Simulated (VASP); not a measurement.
Wanted: the native input for a VASP 6.6.1 run.

- Task: single point
- Functional: PBE
- Dispersion: D3(BJ)
- Potentials or basis: VASP PAW PBE potentials, release 64 (Ti_sv, Te)
- Cutoff: 520 eV
- k mesh: 12 × 12 × 9
- Occupations: methfessel-paxton, width 0.1 eV
- Spin: no spin polarisation
- Further INCAR settings: ALGO = Normal; EDIFF = 1e-07; NBANDS = 19

The structure of TiTe2 lies in POSCAR:

```
TiTe2
1.0
    3.7019332300      0.0000000000      0.0000000000
   -1.8509673800      3.2059686700      0.0000000000
    0.0000000000      0.0000000000      6.3469970000
Ti Te
1 2
Direct
    0.0000000000      0.0000000000      0.0000000000
    0.6666670000      0.3333340000      0.2721030000
    0.3333330000      0.6666660000      0.7278970000
```

The input as run:

INCAR

```
  PREC = Accurate
  ENCUT = 520
  EDIFF = 1E-7
  ISMEAR = 1
  SIGMA = 0.1
  LREAL = F
  LASPH = T
  NELM = 80
  ALGO = Normal
  ISIF = 2
  LWAVE = F
  LCHARG = F
  GGA = PE
  IVDW = 12
  NBANDS = 19
  ICORELEVEL = 1
```

KPOINTS

```
Automatic mesh
0
Gamma
  12 12 9
```

Potentials or basis: VASP PAW PBE potentials, release 64 (Ti_sv, Te).

The run is started by

```bash
$ cat potpaw_PBE.64/Ti_sv/POTCAR potpaw_PBE.64/Te/POTCAR > POTCAR
$ mpirun -np 1 vasp_std > vasp.out
```

It gave:

```
Pressure                   : 0.0 GPa
Band gap on the k mesh     : none (metal or under the smearing width)
Dispersion energy per atom : -0.524 eV
```

Run time: 2.1 min on 1 thread of Intel(R) Xeon(R) 6975P-C (Granite Rapids), on a shared host, peak memory 0.34 GiB.
